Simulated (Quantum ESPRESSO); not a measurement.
Sn under changes of volume

One of the cells (27.650 Å³/atom); the others are scaled copies at fixed shape and fractional positions:

```xyz
2
Lattice="-2.9401 2.9401 1.5993 2.9401 -2.9401 1.5993 2.9401 2.9401 -1.5993" Properties=species:S:1:pos:R:3 pbc="T T T"
Sn    0.0000    0.0000    0.0000
Sn    0.0000    2.9401    0.7997
```

| Quantity | Value |
| --- | --- |
| Program | Quantum ESPRESSO 7.5 |
| Functional | PBEsol |
| Potentials or basis | PseudoDojo 0.4 FR PBEsol standard |
| Cutoff | 980 eV |
| Density cutoff | 3918 eV |
| k mesh | 5 × 5 × 5 |
| Occupations | fermi-dirac, width 0.05 eV |
| Spin | spin-orbit coupling, no magnetisation |

| volume (Å³/atom) | energy over the lowest point (meV/atom) | pressure (GPa) |
| --- | --- | --- |
| 25.991 | 9.06 | 2.7 |
| 26.544 | 2.35 | 1.3 |
| 27.097 | 0.00 | 0.1 |
| 27.650 | 1.49 | -0.9 |
| 28.203 | 6.36 | -1.8 |
| 28.756 | ? | ? |
| 29.309 | 24.72 | -3.4 |

Q: What does the run at 28.756 Å³/atom give?

A: Energy over the lowest point 14.21 meV/atom; pressure -2.7 GPa.

Worked out: A Birch-Murnaghan fit of order 3 (a polynomial in V^(-2/3)) to the other rows has its minimum at 27.15 Å³/atom with B0 = V·E''(V) = 54 GPa and B' = 5.2 at fixed shape and positions, which overstates the stiffness. It gives 14.22 meV/atom at 28.756 Å³/atom, against the run's 14.21, and -dE/dV = -2.7 GPa, against -2.7.

Energies are extrapolated to zero smearing.

Caveats: all runs use coarse meshes.
